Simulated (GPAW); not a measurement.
Runs of GPAW 26.7.0 on WC. The structure is cubic, space group Fm-3m (No. 225). Conventional cell: a = 4.385 Å, b = 4.385 Å, c = 4.385 Å, α = 90.00°, β = 90.00°, γ = 90.00°. W (site symmetry m-3m) is surrounded by 6 C at 2.19 Å. C (site symmetry m-3m) is surrounded by 6 W at 2.19 Å. Measurements of this composition are mostly on another form, of space group No. 187.

```tsv
task	level	potentials or basis	spin	cell	k mesh	band path	band points	spin axis theta (degrees)	spin axis phi (degrees)	soc after scf	pressure (GPa)
band structure	LDA	the program's PAW data sets (release 1.2.1) made for this functional, pw	off	as given	10 × 10 × 10	GXWKGLUWLK,UX	100	-	-	-	-17.9
band structure	PBEsol	PAW data sets generated in the run's folder for this functional, pw	SOC, no magnetisation	as given	7 × 7 × 7	GXWKGLUWLK,UX	100	0	0	second variation	(a)
relaxation of cell and atoms	PBEsol	PAW data sets generated in the run's folder for this functional, pw	off	relaxed	7 × 7 × 7	-	-	-	-	-	0.2
band structure	PBEsol	PAW data sets generated in the run's folder for this functional, pw	off	as given	10 × 10 × 10	GXWKGLUWLK,UX	100	-	-	-	-10.8
```

Alike in all rows: cutoff (eV) 800; smearing fermi-dirac 0.05 eV.

Task: Estimate the missing entries.

Result: (a) -10.9.

Caveats: spin-orbit coupling was added after a scalar SCF, so levels and gaps hold it while energy, forces, pressure and moments don't (some runs); later steps reuse the first step's grids (some runs).

Not every run made on this cell is shown here.
